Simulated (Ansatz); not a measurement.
# Structure types of Mg at a series of pressures

All-electron LAPW in Ansatz 0.2.0 under PBE, scalar-relativistic, energies extrapolated to zero smearing, no spin–orbit coupling; spin polarisation is left out. At each pressure a set of structure types was relaxed with symmetry kept. The table gives H = E + pV above the lowest type of that row in meV/atom (up to 5 of noise); a dash means not tried or turned into another type. Real phases may be missing from the set. k spacings are near 0.17 to 0.21 Å⁻¹, smearing 0.05 to 0.1 eV.

Among hcp, bcc, fcc, beta tin, dhcp, simple hexagonal, which leads at -0.31, 5.7, 15, 50, 94 GPa?

hcp at -0.31 GPa; hcp at 5.7 GPa; hcp at 15 GPa; hcp or bcc at 50 GPa; bcc at 94 GPa.

```tsv
p (GPa)	V of the lowest (Å³/atom)	hcp	bcc	fcc	beta tin	dhcp	simple hexagonal
-0.31	23.16	0	30	15	265	–	226
5.7	20.27	0	30	20	345	11	–
15	17.82	0	24	24	416	11	369
50	13.75	0	1	23	526	14	–
94	11.46	15	0	37	–	–	–
```
